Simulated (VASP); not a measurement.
## Ge: phonons with PBEsol

Crystal: Ge.

```xyz
2
Lattice="0.0000 2.8289 2.8289 2.8289 0.0000 2.8289 2.8289 2.8289 0.0000" Properties=species:S:1:pos:R:3 pbc="T T T"
Ge    4.2434    4.2434    4.2434
Ge    2.8289    2.8289    2.8289
```

```yaml
Program: VASP 6.6.1
Task: phonons
Functional: PBEsol
Potentials_or_basis: VASP PAW PBE potentials, release 64 (Ge_d)
Cutoff: 600 eV
k_mesh: 6 × 6 × 6
Occupations: fermi-dirac, width 0.05 eV
Spin: no spin polarisation
Further_INCAR_settings: ALGO = Fast; EDIFF = 1e-08; IBRION = 6; POTIM = 0.015; NSW = 1
```

* Relaxed volume: 22.88 Å³/atom
* Relaxed cell: a = 4.015 Å, b = 4.015 Å, c = 4.015 Å, α = 60.00°, β = 60.00°, γ = 60.00°
* Space group after relaxing (to 0.05 Å): Fd-3m (No. 227)
* Highest phonon frequency at Γ: 266 cm⁻¹

Step by step:
```tsv
step	energy change (eV)	largest force (eV/Å)	pressure (GPa)	volume (Å³)
1	0.0000	0.0000	0.67	45.28
2	-0.0009	0.0000	-0.20	45.90
3	-0.0010	0.0000	0.01	45.76
```

Final structure:
```
Ge
1.0
     0.00000    2.83882    2.83882
     2.83882    0.00000    2.83882
     2.83882    2.83882    0.00000
Ge
2
Direct
  0.75000 0.75000 0.75000
  0.50000 0.50000 0.50000
```

Phonon frequencies in cm⁻¹ (negative: imaginary):
| q point | frequencies |
| --- | --- |
| (0.000, 0.000, 0.000) | 0 0 0 266 266 266 |

Wall time 49 s on 1 thread of Intel(R) Xeon(R) 6975P-C (Granite Rapids) (shared host), peak memory 0.21 GiB.

Caveat: the PAW data sets were made with another functional, which shifts forces and pressure a little.
